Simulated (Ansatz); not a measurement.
## HfN: one atom moved over a plane

All numbers below come from DFT PBEsol, scalar-relativistic, plane waves, PAW in Ansatz 0.2.0. The runs took a 420 eV cutoff, a Γ-centred 22×22×22 mesh and Gaussian smearing (0.15 eV). Spin–orbit coupling is left out, which can shift energies with elements as heavy as these. No spin polarisation. Energies are free energies at this smearing, counted from the undisturbed cell; pressure is positive in compression.

The starting cell (relaxed at this level):

```
CELL_PARAMETERS angstrom
0.00000 2.25078 2.25078
2.25078 0.00000 2.25078
2.25078 2.25078 0.00000
ATOMIC_POSITIONS crystal
Hf 0.00000 0.00000 0.00000
N 0.50000 0.50000 0.50000
```

Atom 2 (N) is moved by p along (0.707, 0.707, 0.000) and q along (0.000, 0.000, 1.000) (Å), all else fixed. Points are written (p, q).

Energy above the undisturbed cell in eV/cell (a dash: not computed):

```csv
p \ q,-0.600,-0.300,0.000,0.300,0.600
-0.600,3.22,2.21,2.08,2.21,3.22
-0.300,3.12,–,0.53,–,3.12
0.000,?,?,0.00,?,?
0.300,3.12,–,0.53,–,3.12
0.600,3.22,2.21,2.08,2.21,3.22
```

(1) Fill in the withheld energies.

Results:

(1) (0.000, -0.600): 3.09; (0.000, -0.300): 0.58; (0.000, 0.300): 0.58; (0.000, 0.600): 3.09.